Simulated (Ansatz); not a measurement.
ZnS (zincblende) under strain

ZnS (zincblende), relaxed with r2SCAN in the plane-wave code Ansatz. It is cubic, F-43m (No. 216); conventional cell a = 5.388 Å, 19.55 Å³ an atom. Zn is surrounded by 4 S at 2.33 Å; S is surrounded by 4 Zn at 2.33 Å.

The axes x, y and z are those of this cell:
```yaml
crystal:
  lattice:
    - [0.00000, 2.69409, 2.69409]
    - [2.69409, 0.00000, 2.69409]
    - [2.69409, 2.69409, 0.00000]
  atoms:
    - { symbol: Zn, position: [0.00000, 0.00000, 0.00000] }
    - { symbol: S, position: [0.25000, 0.25000, 0.25000] }
```

Unstrained: The PBE gap is direct at Γ: 2.147 eV. r2SCAN gives a direct gap of 2.705 eV at Γ. HSE06 gives a direct gap of 3.378 eV at Γ. Meshes: PBE 8×8×8, r2SCAN 8×8×8, HSE06 6×6×6. Strains are changes of length per length. After each strain the atoms were relaxed again with r2SCAN within the symmetry that the strain leaves, so tilts or polar shifts that break it weren't tested; points keep the names that they have in the unstrained zone. The values are computed, spin-unpolarised, and not measurements.

Changes of the least gap in eV (an overlap counts as a negative gap):
```tsv
strain	volume change (%)	space group	PBE	r2SCAN	HSE06	energy rise, r2SCAN (meV/atom)
epitaxial +3.0 % in the xy plane, free normal strain -3.67 %	+2.2	I-4m2	-0.241	-0.250	-0.257	9.6
isotropic +3.0 % on every length	+9.3	F-43m	-0.377	-0.400	-0.417	34.8
isotropic -3.0 % on every length	-8.7	F-43m	+0.407	+0.431	+0.439	43.6
epitaxial -4.0 % in the plane normal to [111], free normal strain +2.65 %	-5.4	R3m	-0.025	-0.032	-0.029	34.0
epitaxial -3.0 % in the xy plane, free normal strain +3.51 %	-2.6	I-4m2	+0.013	+0.018	+0.018	11.3
```

Epitaxial +3.0 % in the xy plane, free normal strain -3.67 %. HSE06: the gap goes from 3.378 to 3.121 eV (-0.257 eV); with r2SCAN the top three valence levels at Γ, degenerate before, become 1+2 from the top over 211 meV. Stress change with r2SCAN, compression positive: xx -2.61, yy -2.61, zz -0.02 GPa.

Isotropic +3.0 % on every length. HSE06: the gap goes from 3.378 to 2.961 eV (-0.417 eV). Stress change with r2SCAN, compression positive: xx -5.77, yy -5.77, zz -5.77 GPa. For HSE06, dE_g/d ln V = -4.7 eV over this step.

Isotropic -3.0 % on every length. HSE06: the gap goes from 3.378 to 3.817 eV (+0.439 eV). Stress change with r2SCAN, compression positive: xx +8.78, yy +8.78, zz +8.78 GPa. For HSE06, dE_g/d ln V = -4.8 eV over this step.

Epitaxial -4.0 % in the plane normal to [111], free normal strain +2.65 %. HSE06: the gap goes from 3.378 to 3.349 eV (-0.029 eV); with r2SCAN the top three valence levels at Γ, degenerate before, become 2+1 from the top over 466 meV. Stress change with r2SCAN, compression positive: xx +4.78, yy +4.78, zz +4.78, xy -2.41, xz -2.41, yz -2.41 GPa.

Epitaxial -3.0 % in the xy plane, free normal strain +3.51 %. HSE06: the gap goes from 3.378 to 3.396 eV (+0.018 eV); with r2SCAN the top three valence levels at Γ, degenerate before, become 2+1 from the top over 277 meV. Stress change with r2SCAN, compression positive: xx +3.14, yy +3.14, zz -0.01 GPa.

The meshes of the hybrids are coarse, so their gaps aren't converged to the digits shown.

The splittings at Γ are without spin-orbit coupling, which regroups them where it is of like size or larger.
